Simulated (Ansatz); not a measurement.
Method: Ansatz, DFT PBE, scalar-relativistic, plane waves, PAW. All cells share a 420 eV cutoff and Γ-centred k meshes spaced at most about 0.3 Å⁻¹ (about 0.25 or finer for metals, 2π included). Spin is collinear.

Temperature and zero-point effects are left out.

Task: Order these relaxed structures of Mn2Al2Cu by energy, lowest first, with the energy over the lowest of them.
A.
(parallel moments up to 3.3 μB)
```cif
data_structure
_symmetry_space_group_name_H-M 'P-6m2'
_symmetry_Int_Tables_number 187
_cell_length_a 4.1389
_cell_length_b 4.1389
_cell_length_c 5.2264
_cell_angle_alpha 90.000
_cell_angle_beta 90.000
_cell_angle_gamma 120.000
_cell_volume 77.54
loop_
_atom_site_label
_atom_site_type_symbol
_atom_site_symmetry_multiplicity
_atom_site_Wyckoff_symbol
_atom_site_fract_x
_atom_site_fract_y
_atom_site_fract_z
_atom_site_occupancy
Al1 Al 2 h 0.33333 0.66667 0.74727 1
Mn1 Mn 1 e 0.66667 0.33333 0.00000 1
Mn2 Mn 1 b 0.00000 0.00000 0.50000 1
Cu1 Cu 1 a 0.00000 0.00000 0.00000 1
```

B.
(parallel moments up to 3.0 μB, with smaller opposite ones on Mn)
```cif
data_structure
_symmetry_space_group_name_H-M 'I4mm'
_symmetry_Int_Tables_number 107
_cell_length_a 3.0572
_cell_length_b 3.0572
_cell_length_c 13.9759
_cell_angle_alpha 90.000
_cell_angle_beta 90.000
_cell_angle_gamma 90.000
_cell_volume 130.63
loop_
_atom_site_label
_atom_site_type_symbol
_atom_site_symmetry_multiplicity
_atom_site_Wyckoff_symbol
_atom_site_fract_x
_atom_site_fract_y
_atom_site_fract_z
_atom_site_occupancy
Al1 Al 2 a 0.50000 0.50000 0.09155 1
Al2 Al 2 a 0.00000 0.00000 0.20986 1
Mn1 Mn 2 a 0.00000 0.00000 0.39555 1
Cu1 Cu 2 a 0.00000 0.00000 0.00018 1
Mn2 Mn 2 a 0.50000 0.50000 0.30286 1
```

Result: B (0 meV/atom), A (213 meV/atom). Forms: B I4mm; A P-6m2. Counting all near atoms (those within 1.25 times the shortest distance at each site; a plus sign parts nearer from farther groups; a slash parts the counts of unlike sites): B has Mn 10+4/14, Al 14, Cu 14; A has Mn 8/3+6, Al 11, Cu 11. Origin: A, invented; B, reached from a Materials Project cell.

Another magnetic order may lie lower. Cells relaxed within their symmetry can be saddle points. Some candidate types were left out of the draw beforehand, so a known form may be missing.
